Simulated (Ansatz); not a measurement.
**GeO2, pressure series**

The reference is GeO$_{2}$ in the rutile structure (space group P4_2/mnm, No. 136).

```
GeO2
1.0
    4.48750     0.00000     0.00000
    0.00000     4.48750     0.00000
    0.00000     0.00000     2.90497
Ge O
2 4
Cartesian
  0.00000   0.00000   0.00000
  2.24375   2.24375   1.45249
  1.37831   1.37831   0.00000
  3.62206   0.86544   1.45249
  0.86544   3.62206   1.45249
  3.10919   3.10919   0.00000
```

Cell and atoms are relaxed at each pressure.

Method: Ansatz (a program for electronic structure) PBE, no SOC.

```json
[
 {"case": "base", "electron mass": "0.19 mₑ along c, 0.22 mₑ across (at Γ)", "lattice parameter a": "4.488 Å", "width of the top valence band": "1.79 eV", "band gap": "1.23 eV"},
 {"case": "pressure −2 GPa", "electron mass": "0.18 mₑ along c, 0.21 mₑ across (at Γ)", "lattice parameter a": "4.509 Å", "width of the top valence band": "1.76 eV", "band gap": "1.12 eV"},
 {"case": "pressure −1 GPa", "electron mass": "0.19 mₑ along c, 0.22 mₑ across (at Γ)", "lattice parameter a": "4.498 Å", "width of the top valence band": "1.78 eV", "band gap": "1.17 eV"},
 {"case": "pressure 1.8 GPa", "electron mass": "0.19 mₑ along c, 0.23 mₑ across (at Γ)", "lattice parameter a": "4.470 Å", "width of the top valence band": "1.81 eV", "band gap": "1.32 eV"},
 {"case": "pressure 4.2 GPa", "electron mass": "0.20 mₑ along c, 0.24 mₑ across (at Γ)", "lattice parameter a": "4.448 Å", "width of the top valence band": "1.83 eV", "band gap": "1.44 eV"},
 {"case": "pressure 9 GPa", "electron mass": "0.21 mₑ along c, 0.26 mₑ across (at Γ)", "lattice parameter a": "4.410 Å", "width of the top valence band": "1.88 eV", "band gap": "1.68 eV"},
 {"case": "pressure 18 GPa", "electron mass": "0.23 mₑ along c, 0.28 mₑ across (at Γ)", "lattice parameter a": "4.351 Å", "width of the top valence band": "1.95 eV", "band gap": "2.10 eV"},
 {"case": "pressure 30 GPa", "electron mass": "0.25 mₑ along c, 0.31 mₑ across (at Γ)", "lattice parameter a": "4.287 Å", "width of the top valence band": "2.04 eV", "band gap": "2.63 eV"},
 {"case": "pressure 45 GPa", "electron mass": "0.27 mₑ along c, 0.34 mₑ across (at Γ)", "lattice parameter a": "4.223 Å", "width of the top valence band": "2.13 eV", "band gap": "3.22 eV"},
 {"case": "pressure 60 GPa", "electron mass": "0.29 mₑ along c, 0.37 mₑ across (at Γ)", "lattice parameter a": "4.169 Å", "width of the top valence band": "2.22 eV", "band gap": "3.77 eV"}
]
```

Load acts through the strain it causes; cell and atoms are relaxed under it. Masses are band curvatures over ±0.01 Å⁻¹ around the edge. No phonon test of stability was made. Competing high-pressure phases were not computed.
